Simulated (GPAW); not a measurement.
# BaH2 (P6_3/mmc) in GPAW: reference runs

How does BaH2 come out in PBEsol? The cell is run as given and disturbed.

Everything below comes from runs of GPAW 26.7.0. Logs are shortened: lines on timing, memory, paths and dates and some standing lists are left out, and cuts for length are marked. The log counts tension as positive stress, the text compression.

## 1. The crystal as given

The structure is hexagonal, space group P6_3/mmc (No. 194). Conventional cell: a = 4.462 Å, b = 4.462 Å, c = 6.055 Å, α = 90.00°, β = 90.00°, γ = 120.00°. Ba (site symmetry -6m2) has 3 H at 2.58 Å as nearest neighbours. H (site symmetry -3m) is surrounded by 6 Ba at 2.99 Å and 8 H at 2.99 to 3.03 Å. H (site symmetry -6m2) is surrounded by 3 Ba at 2.58 Å.

The cell comes from a database or a generator and needn't be the stable form of this composition.

## 2. Single point, PBEsol

The input, run.py:

```python
from ase import Atoms
from ase.dft.bandgap import bandgap
from ase.io import write
from ase.units import Bohr, GPa
from gpaw import GPAW, PW, setup_paths
from gpaw.elf import elf_from_dft_calculation

setup_paths.insert(0, '.')

atoms = Atoms(['Ba', 'Ba', 'H', 'H', 'H', 'H'],
              cell=[[4.4620250523, 0.0, 0.0],
                    [-2.2310125262, 3.8642270477, 0.0],
                    [0.0, 0.0, 6.05529259]],
              scaled_positions=[[0.3333333333, 0.6666666667, 0.25],
                                [0.6666666667, 0.3333333333, 0.75],
                                [0.0, 0.0, 0.0],
                                [0.0, 0.0, 0.5],
                                [0.6666666667, 0.3333333333, 0.25],
                                [0.3333333333, 0.6666666667, 0.75]],
              pbc=True)

calc = GPAW(mode=PW(600),
            xc='PBEsol',
            kpts={'size': (7, 7, 5), 'gamma': True},
            occupations={'name': 'fermi-dirac', 'width': 0.05},
            nbands=25,
            convergence={'density': 1e-05, 'energy': 1e-05},
            maxiter=150,
            txt='gpaw.txt')
atoms.calc = calc
energy = atoms.get_potential_energy()
forces = atoms.get_forces()
stress = atoms.get_stress()
calc.write('gs.gpw')
write('result.traj', atoms)
print(f'Energy: {energy:.6f} eV')
print('Forces (eV/A):')
print(forces.round(4))
print('Stress (GPa):', (stress / GPa).round(3))
print('Fermi level:', round(calc.get_fermi_level(), 4), 'eV')
print(f'Gap: {bandgap(calc)[0]:.4f} eV, direct: {bandgap(calc, direct=True)[0]:.4f} eV')

# fields on the real-space grid
write('density.cube', atoms, data=calc.get_pseudo_density() * Bohr**3)
write('potential.cube', atoms, data=calc.get_electrostatic_potential())
write('elf.cube', atoms, data=elf_from_dft_calculation(calc).data)
```

Potentials or basis: PAW data sets generated in the run's folder for this functional, pw.

Command:

```
> gpaw-setup -f PBEsol Ba H
> OMP_NUM_THREADS=1 python run.py
```

gpaw.txt:

```text
__  _  _
 | _ |_)|_||  |
 |__||  | ||/\| - 26.7.0

Input parameters:
  mode=PW(ecut=600.0),
  convergence={'density': 1e-05, 'energy': 1e-05},
  kpts=MonkhorstPack(size=(7, 7, 5), gamma=True),
  maxiter=150,
  nbands=25,
  occupations=Occupations(name='fermi-dirac', width=0.05),
  xc=XC(name='PBEsol')

Diagonalizing LCAO Hamiltonian
Converting LCAO to pw mode

         H   Ba

       H Ba
             H

       H

Atoms  # Å, Bohr magnetons
|   | symbol |         x |        y |        z |    initial magnetic moments |
|---|--------|-----------|----------|----------|-----------------------------|
| 0 |     Ba | -0.000000 | 2.576151 | 1.513823 | ( 0.0000,  0.0000,  0.0000) |
| 1 |     Ba |  2.231013 | 1.288076 | 4.541469 | ( 0.0000,  0.0000,  0.0000) |
| 2 |      H |  0.000000 | 0.000000 | 0.000000 | ( 0.0000,  0.0000,  0.0000) |
| 3 |      H |  0.000000 | 0.000000 | 3.027646 | ( 0.0000,  0.0000,  0.0000) |
| 4 |      H |  2.231013 | 1.288076 | 1.513823 | ( 0.0000,  0.0000,  0.0000) |
| 5 |      H | -0.000000 | 2.576151 | 4.541469 | ( 0.0000,  0.0000,  0.0000) |

Unit cell  # Å
| periodic |         x |        y |        z |  lengths |     angles |
|----------|-----------|----------|----------|----------|------------|
|      yes |  4.462025 | 0.000000 | 0.000000 | 4.462025 |  90.000000 |
|      yes | -2.231013 | 3.864227 | 0.000000 | 4.462025 |  90.000000 |
|      yes |  0.000000 | 0.000000 | 6.055293 | 6.055293 | 120.000000 |

Number of symmetries: 12
Symmetry operations  # r_c * U_cc + t_c -> r_c
|    | kind |            matrix            |
|----|------|------------------------------|
|  0 |  σ   |  1, 1, 0,  0,-1, 0,  0, 0, 1 |
|  1 |  S6  |  1, 1, 0, -1, 0, 0,  0, 0,-1 |
|  2 |  E   |  1, 0, 0,  0, 1, 0,  0, 0, 1 |
|  3 |  C2  |  1, 0, 0, -1,-1, 0,  0, 0,-1 |
|  4 |  C2  |  0, 1, 0,  1, 0, 0,  0, 0,-1 |
|  5 |  C3  |  0, 1, 0, -1,-1, 0,  0, 0, 1 |
|  6 |  S6  |  0,-1, 0,  1, 1, 0,  0, 0,-1 |
|  7 |  σ   |  0,-1, 0, -1, 0, 0,  0, 0, 1 |
|  8 |  σ   | -1, 0, 0,  1, 1, 0,  0, 0, 1 |
|  9 |  i   | -1, 0, 0,  0,-1, 0,  0, 0,-1 |
| 10 |  C3  | -1,-1, 0,  1, 0, 0,  0, 0, 1 |
| 11 |  C2  | -1,-1, 0,  0, 1, 0,  0, 0,-1 |

BZ-sampling:
  Number of BZ points: 245
  Number of IBZ points: 32

  Monkhorst-Pack size: [7, 7, 5]
  Monkhorst-Pack shift: [0, 0, 0]

K-points  # in reciprocal-cell coordinates
|     |                                coordinates |     weight |
|-----|--------------------------------------------|------------|
|   0 | (  0.00000000,   0.00000000,   0.00000000) | 0.00408163 |
|   1 | (  0.00000000,   0.00000000,   0.20000000) | 0.00816327 |
|   2 | (  0.00000000,   0.00000000,   0.40000000) | 0.00816327 |
|   3 | (  0.14285714,   0.00000000,  -0.40000000) | 0.02448980 |
|   4 | (  0.14285714,   0.00000000,  -0.20000000) | 0.02448980 |
|   5 | (  0.14285714,   0.00000000,   0.00000000) | 0.02448980 |
|   6 | (  0.14285714,   0.00000000,   0.20000000) | 0.02448980 |
|   7 | (  0.14285714,   0.00000000,   0.40000000) | 0.02448980 |
|   8 | (  0.28571429,  -0.14285714,   0.00000000) | 0.02448980 |
|   9 | (  0.28571429,  -0.14285714,   0.20000000) | 0.04897959 |
| ... |                                            |            |
|  31 | (  0.42857143,   0.42857143,   0.40000000) | 0.04897959 |

Plane wave coefficients: 3505
Cutoff: 600.0 eV

Spin-components: 1 (collinear spins)
Bands:           25
Projectors:      24
Spin-degeneracy: 2
Datatype:        complex128

Parallelization:
  kpt:    1
  domain: 1
  band:   1

Density:
  Valence electrons: 24.0
  Components: 1
  Grid points: [27 27 35]
  Charge: 0.0  # |e|

Potential:
  Grid points: [27 27 35]

species:
  Ba:
    name:    Barium
    Z:       56.0
    valence: 10
    core:    46
    charge:  0.0  # [|e|]
    compensation charges:
      type: gauss
      rc: 0.37  # [Å]
      lmax: 2
    cutoffs:
      filter: 2.06  # [Å]
      core: 2.33  # [Å]
    projectors
    | kind |    occ | energy [eV] | rcut [Å] |
    |------|--------|-------------|----------|
    |   5s |  2.000 |     -33.673 |    1.164 |
    |   6s |  2.000 |      -3.245 |    1.164 |
    |   5p |  6.000 |     -18.749 |    1.164 |
    |    p |        |       0.000 |    1.164 |
    |    d |        |       0.000 |    1.164 |
    |    d |        |      27.211 |    1.164 |

    Using partial waves for Ba as LCAO basis

  H:
    name:    Hydrogen
    Z:       1.0
    valence: 1
    core:    0
    charge:  0.0  # [|e|]
    compensation charges:
      type: gauss
      rc: 0.15  # [Å]
      lmax: 2
    cutoffs:
      filter: 0.85  # [Å]
      core: 0.53  # [Å]
    projectors
    | kind |    occ | energy [eV] | rcut [Å] |
    |------|--------|-------------|----------|
    |   1s |  1.000 |      -6.334 |    0.476 |
    |    s |        |      20.878 |    0.476 |
    |    p |        |       0.000 |    0.476 |

    Using partial waves for H as LCAO basis

Reference energy: -442430.433705  # eV

eigensolver:
  PPCG
  Converge bands: occupied
  niter=2

density mixing:
  MSR1-Mixer
  Pratt-step length: 0.05
  Maximum mixing coefficient: 0.75
  Old densities: 10
  SVD Regularization: 0.005
  Good broyden scale: 1.0
  Trust region scale: 1.0
  Backstep threshold: 4.0
  History deletion threshold: 6.0
  Fourier metric: weight=20.0, sigma=0.015

occupation numbers:
  Fermi-Dirac:
    width: 0.0500  # eV

poisson solver:
  ecut: 4800.0  # eV

xc functional:
  name: PBEsol with 2 nearest neighbor stencil

convergence criteria:
[... 6 lines left out ...]
|iter     | |      energy | eigst |  dens |
|---------|-|-------------|-------|-------|
|iter:   1| |  -22.777492 | -0.15 |       |
|iter:   2| |  -22.467202 | -2.46 | -0.89 |
|iter:   3| |  -20.831769 | -1.51 | -0.93 |
|iter:   4| |  -20.832109 | -3.47 | -1.79 |
|iter:   5| |  -20.834523 | -4.57 | -2.12 |
|iter:   6| |  -20.834557 | -6.03 | -3.07 |
|iter:   7| |  -20.834556c| -7.69c| -3.92 |
|iter:   8| |  -20.834556c| -7.57c| -4.36 |
|iter:   9| |  -20.834556c| -8.17c| -4.83 |
|iter:  10| |  -20.834556c| -9.14c| -5.51c|

Converged in 10 steps
Energy contributions relative to reference atoms: (reference = -442430.433705)

Energy contributions:
  Kinetic:          12.790510
  Coulomb:         -11.783032
  Zero:             -0.111621
  External:          0.000000
  Xc:              -21.730414
  Entropy:          -0.000000
  Spinorbit:         0.000000
  ----------------------------
  Free energy:     -20.834556
  Extrapolated:    -20.834556

dipole moment: (-2.197787, -3.806678, -2.982556)  # |e|*Ang

Fermi level: 5.965
Eigenvalues  # (at kpt = [0.000, 0.000, 0.000])
| band index |      eig [eV] | occ [0-2] |
|------------|---------------|-----------|
|          0 |       -21.912 |     2.000 |
|        ... |               |           |
|          4 |        -6.955 |     2.000 |
|          5 |        -6.707 |     2.000 |
|          6 |        -6.707 |     2.000 |
|          7 |        -6.667 |     2.000 |
|          8 |         0.808 |     2.000 |
|          9 |         2.190 |     2.000 |
[... 8 lines left out ...]
|         18 |         9.686 |     0.000 |
|         19 |        10.813 |     0.000 |
|        ... |               |           |
|         24 |        14.586 |     0.000 |

Gap: 1.685 eV
Transition (v -> c):
  (s=0, k=0, n=11, [0.00, 0.00, 0.00]) -> (s=0, k=28, n=12, [0.43, 0.29, 0.40])
Direct/indirect transitions are different
Direct gap: 2.535 eV
Transition at: (s=0, k=1, n=11, [0.00, 0.00, 0.20])

Forces  # eV/Ang
|        x |        y |        z |
|----------|----------|----------|
| -0.00000 | -0.00000 |  0.00001 |  # Ba   0
|  0.00000 |  0.00000 | -0.00001 |  # Ba   1
|  0.00000 | -0.00000 |  0.00000 |  # H    2
| -0.00000 | -0.00000 |  0.00000 |  # H    3
| -0.00000 |  0.00000 | -0.00003 |  # H    4
| -0.00000 | -0.00000 |  0.00003 |  # H    5

Stress tensor  # eV/Ang^3
|        x |         y |         z |
|----------|-----------|-----------|
| 0.012236 |  0.000000 |  0.000000 |
| 0.000000 |  0.012236 | -0.000000 |
| 0.000000 | -0.000000 |  0.012175 |

# Writing to gs.gpw (mode='')
```

Wall time 52 s (1 thread of Arm Neoverse V2, shared host); peak memory 0.23 GiB.

Results:

```
Free energy            : -20.8346 eV
Pressure               : -2.0 GPa
Band gap on the k mesh : 1.69 eV, indirect (least direct gap 2.54 eV)
```

Levels at points of the mesh, in eV from the valence-band top:
| k point | band 9 | band 10 | band 11 | band 12 | band 13 | band 14 | band 15 | band 16 |
| --- | --- | --- | --- | --- | --- | --- | --- | --- |
| (0.00, 0.00, 0.00) | -4.36 | -2.98 | -0.52 | 0.00 | 2.71 | 2.71 | 3.71 | 3.71 |

Caveat: spin-orbit coupling is left out, which moves the levels of the heavy elements; an odd mesh through Γ misses points on the zone boundary, where band edges often lie.

## 3. Single point, PBEsol (atoms moved at random, drawn with an rms of 0.05 Å)

The input, run.py:

```python
from ase import Atoms
from ase.dft.bandgap import bandgap
from ase.io import write
from ase.units import GPa
from gpaw import GPAW, PW, setup_paths

setup_paths.insert(0, '.')

atoms = Atoms(['Ba', 'Ba', 'H', 'H', 'H', 'H'],
              cell=[[4.4620250523, 0.0, 0.0],
                    [-2.2310125262, 3.8642270477, 0.0],
                    [0.0, 0.0, 6.05529259]],
              scaled_positions=[[0.330956, 0.66817, 0.253475],
                                [0.668336, 0.335503, 0.75552],
                                [-0.004755, -0.005943, -0.001269],
                                [-0.006264, -0.004832, 0.499966],
                                [0.667713, 0.334208, 0.258237],
                                [0.324753, 0.648929, 0.748579]],
              pbc=True)

calc = GPAW(mode=PW(600),
            xc='PBEsol',
            kpts={'size': (7, 7, 5), 'gamma': True},
            occupations={'name': 'fermi-dirac', 'width': 0.05},
            nbands=25,
            convergence={'density': 1e-05, 'energy': 1e-05},
            maxiter=150,
            txt='gpaw.txt')
atoms.calc = calc
energy = atoms.get_potential_energy()
forces = atoms.get_forces()
stress = atoms.get_stress()
calc.write('gs.gpw')
write('result.traj', atoms)
print(f'Energy: {energy:.6f} eV')
print('Forces (eV/A):')
print(forces.round(4))
print('Stress (GPa):', (stress / GPa).round(3))
print('Fermi level:', round(calc.get_fermi_level(), 4), 'eV')
print(f'Gap: {bandgap(calc)[0]:.4f} eV, direct: {bandgap(calc, direct=True)[0]:.4f} eV')
```

Potentials or basis: PAW data sets generated in the run's folder for this functional, pw.

Command:

```
> gpaw-setup -f PBEsol Ba H
> OMP_NUM_THREADS=1 python run.py
```

gpaw.txt:

```text
__  _  _
 | _ |_)|_||  |
 |__||  | ||/\| - 26.7.0

Input parameters:
  mode=PW(ecut=600.0),
  convergence={'density': 1e-05, 'energy': 1e-05},
  kpts=MonkhorstPack(size=(7, 7, 5), gamma=True),
  maxiter=150,
  nbands=25,
  occupations=Occupations(name='fermi-dirac', width=0.05),
  xc=XC(name='PBEsol')

Diagonalizing LCAO Hamiltonian
Converting LCAO to pw mode

         H
             Ba

       H
         Ba  H

       H

Atoms  # Å, Bohr magnetons
|   | symbol |         x |         y |         z |    initial magnetic moments |
|---|--------|-----------|-----------|-----------|-----------------------------|
| 0 |     Ba | -0.013962 |  2.581961 |  1.534865 | ( 0.0000,  0.0000,  0.0000) |
| 1 |     Ba |  2.233621 |  1.296460 |  4.574895 | ( 0.0000,  0.0000,  0.0000) |
| 2 |      H | -0.007958 | -0.022965 | -0.007684 | ( 0.0000,  0.0000,  0.0000) |
| 3 |      H | -0.017170 | -0.018672 |  3.027440 | ( 0.0000,  0.0000,  0.0000) |
| 4 |      H |  2.233730 |  1.291456 |  1.563701 | ( 0.0000,  0.0000,  0.0000) |
| 5 |      H |  0.001287 |  2.507609 |  4.532865 | ( 0.0000,  0.0000,  0.0000) |

Unit cell  # Å
| periodic |         x |        y |        z |  lengths |     angles |
|----------|-----------|----------|----------|----------|------------|
|      yes |  4.462025 | 0.000000 | 0.000000 | 4.462025 |  90.000000 |
|      yes | -2.231013 | 3.864227 | 0.000000 | 4.462025 |  90.000000 |
|      yes |  0.000000 | 0.000000 | 6.055293 | 6.055293 | 120.000000 |

Number of symmetries: 1
Symmetry operations  # r_c * U_cc + t_c -> r_c
|   | kind |            matrix            |
|---|------|------------------------------|
| 0 |  E   |  1, 0, 0,  0, 1, 0,  0, 0, 1 |

BZ-sampling:
  Number of BZ points: 245
  Number of IBZ points: 123

  Monkhorst-Pack size: [7, 7, 5]
  Monkhorst-Pack shift: [0, 0, 0]

K-points  # in reciprocal-cell coordinates
|     |                                coordinates |     weight |
|-----|--------------------------------------------|------------|
|   0 | (  0.00000000,   0.00000000,   0.00000000) | 0.00408163 |
|   1 | (  0.00000000,   0.00000000,   0.20000000) | 0.00816327 |
|   2 | (  0.00000000,   0.00000000,   0.40000000) | 0.00816327 |
|   3 | (  0.00000000,   0.14285714,  -0.40000000) | 0.00816327 |
|   4 | (  0.00000000,   0.14285714,  -0.20000000) | 0.00816327 |
|   5 | (  0.00000000,   0.14285714,   0.00000000) | 0.00816327 |
|   6 | (  0.00000000,   0.14285714,   0.20000000) | 0.00816327 |
|   7 | (  0.00000000,   0.14285714,   0.40000000) | 0.00816327 |
|   8 | (  0.00000000,   0.28571429,  -0.40000000) | 0.00816327 |
|   9 | (  0.00000000,   0.28571429,  -0.20000000) | 0.00816327 |
| ... |                                            |            |
| 122 | (  0.42857143,   0.42857143,   0.40000000) | 0.00816327 |

Plane wave coefficients: 3505
Cutoff: 600.0 eV

Spin-components: 1 (collinear spins)
Bands:           25
Projectors:      24
Spin-degeneracy: 2
Datatype:        complex128

Parallelization:
  kpt:    1
  domain: 1
  band:   1

Density:
  Valence electrons: 24.0
  Components: 1
  Grid points: [27 27 35]
  Charge: 0.0  # |e|

Potential:
  Grid points: [27 27 35]

species:
  Ba:
    name:    Barium
    Z:       56.0
    valence: 10
    core:    46
    charge:  0.0  # [|e|]
    compensation charges:
      type: gauss
      rc: 0.37  # [Å]
      lmax: 2
    cutoffs:
      filter: 2.06  # [Å]
      core: 2.33  # [Å]
    projectors
    | kind |    occ | energy [eV] | rcut [Å] |
    |------|--------|-------------|----------|
    |   5s |  2.000 |     -33.673 |    1.164 |
    |   6s |  2.000 |      -3.245 |    1.164 |
    |   5p |  6.000 |     -18.749 |    1.164 |
    |    p |        |       0.000 |    1.164 |
    |    d |        |       0.000 |    1.164 |
    |    d |        |      27.211 |    1.164 |

    Using partial waves for Ba as LCAO basis

  H:
    name:    Hydrogen
    Z:       1.0
    valence: 1
    core:    0
    charge:  0.0  # [|e|]
    compensation charges:
      type: gauss
      rc: 0.15  # [Å]
      lmax: 2
    cutoffs:
      filter: 0.85  # [Å]
      core: 0.53  # [Å]
    projectors
    | kind |    occ | energy [eV] | rcut [Å] |
    |------|--------|-------------|----------|
    |   1s |  1.000 |      -6.334 |    0.476 |
    |    s |        |      20.878 |    0.476 |
    |    p |        |       0.000 |    0.476 |

    Using partial waves for H as LCAO basis

Reference energy: -442430.433705  # eV

eigensolver:
  PPCG
  Converge bands: occupied
  niter=2

density mixing:
  MSR1-Mixer
  Pratt-step length: 0.05
  Maximum mixing coefficient: 0.75
  Old densities: 10
  SVD Regularization: 0.005
  Good broyden scale: 1.0
  Trust region scale: 1.0
  Backstep threshold: 4.0
  History deletion threshold: 6.0
  Fourier metric: weight=20.0, sigma=0.015

occupation numbers:
  Fermi-Dirac:
    width: 0.0500  # eV

poisson solver:
  ecut: 4800.0  # eV

xc functional:
  name: PBEsol with 2 nearest neighbor stencil

convergence criteria:
[... 6 lines left out ...]
|iter     | |      energy | eigst |  dens |
|---------|-|-------------|-------|-------|
|iter:   1| |  -22.769352 | -0.15 |       |
|iter:   2| |  -22.458597 | -2.46 | -0.89 |
|iter:   3| |  -20.821432 | -1.51 | -0.93 |
|iter:   4| |  -20.821700 | -3.46 | -1.79 |
|iter:   5| |  -20.824107 | -4.57 | -2.12 |
|iter:   6| |  -20.824147 | -5.93 | -3.03 |
|iter:   7| |  -20.824145c| -7.23 | -3.73 |
|iter:   8| |  -20.824144c| -8.20c| -4.11 |
|iter:   9| |  -20.824144c| -8.29c| -4.72 |
|iter:  10| |  -20.824144c| -9.15c| -5.43c|

Converged in 10 steps
Energy contributions relative to reference atoms: (reference = -442430.433705)

Energy contributions:
  Kinetic:          12.851892
  Coulomb:         -11.822489
  Zero:             -0.111636
  External:          0.000000
  Xc:              -21.741911
  Entropy:          -0.000000
  Spinorbit:         0.000000
  ----------------------------
  Free energy:     -20.824144
  Extrapolated:    -20.824144

dipole moment: (2.053567, 3.703220, 3.095475)  # |e|*Ang

Fermi level: 5.964
Eigenvalues  # (at kpt = [0.000, 0.000, 0.000])
| band index |      eig [eV] | occ [0-2] |
|------------|---------------|-----------|
|          0 |       -21.912 |     2.000 |
|        ... |               |           |
|          4 |        -6.951 |     2.000 |
|          5 |        -6.710 |     2.000 |
|          6 |        -6.703 |     2.000 |
|          7 |        -6.666 |     2.000 |
|          8 |         0.809 |     2.000 |
|          9 |         2.191 |     2.000 |
[... 8 lines left out ...]
|         18 |         9.690 |     0.000 |
|         19 |        10.775 |     0.000 |
|        ... |               |           |
|         24 |        14.616 |     0.000 |

Gap: 1.677 eV
Transition (v -> c):
  (s=0, k=0, n=11, [0.00, 0.00, 0.00]) -> (s=0, k=113, n=12, [0.43, 0.29, -0.40])
Direct/indirect transitions are different
Direct gap: 2.537 eV
Transition at: (s=0, k=1, n=11, [0.00, 0.00, 0.20])

Forces  # eV/Ang
|        x |        y |        z |
|----------|----------|----------|
|  0.05231 | -0.02477 |  0.04413 |  # Ba   0
| -0.01886 | -0.16124 | -0.09869 |  # Ba   1
|  0.00649 |  0.00082 |  0.03922 |  # H    2
|  0.01240 | -0.00277 |  0.02468 |  # H    3
| -0.04461 | -0.01184 | -0.02569 |  # H    4
| -0.00772 |  0.19980 |  0.01640 |  # H    5

Stress tensor  # eV/Ang^3
|         x |         y |         z |
|-----------|-----------|-----------|
|  0.010558 | -0.000834 | -0.000005 |
| -0.000834 |  0.013373 |  0.000014 |
| -0.000005 |  0.000014 |  0.012155 |

# Writing to gs.gpw (mode='')
```

stdout:

```text
Energy: -20.824144 eV
Forces (eV/A):
[[ 0.0523 -0.0248  0.0441]
 [-0.0189 -0.1612 -0.0987]
 [ 0.0065  0.0008  0.0392]
 [ 0.0124 -0.0028  0.0247]
 [-0.0446 -0.0118 -0.0257]
 [-0.0077  0.1998  0.0164]]
Stress (GPa): [ 1.692e+00  2.143e+00  1.947e+00  2.000e-03 -1.000e-03 -1.340e-01]
Fermi level: 5.9639 eV
Gap: 1.6772 eV, direct: 2.5368 eV
```

Run time: 3.2 min. Hardware: 1 thread of Arm Neoverse V2, shared host; peak memory 0.44 GiB.

What came out:

```
Free energy            : -20.8241 eV
Pressure               : -1.9 GPa
Largest force          : 0.201 eV/Å
Band gap on the k mesh : 1.68 eV, indirect (least direct gap 2.54 eV)
```

Forces in eV/Å, atoms in the order of the input:
```
Ba   0.052 -0.025  0.044
Ba  -0.019 -0.161 -0.099
H    0.006  0.001  0.039
H    0.012 -0.003  0.025
H   -0.045 -0.012 -0.026
H   -0.008  0.200  0.016
```

Stress tensor (GPa, compression positive):
```
-1.69  0.13  0.00
 0.13 -2.14  0.00
 0.00  0.00 -1.95
```

Caveat: spin-orbit coupling is left out, which moves the levels of the heavy elements; an odd mesh through Γ misses points on the zone boundary, where band edges often lie.
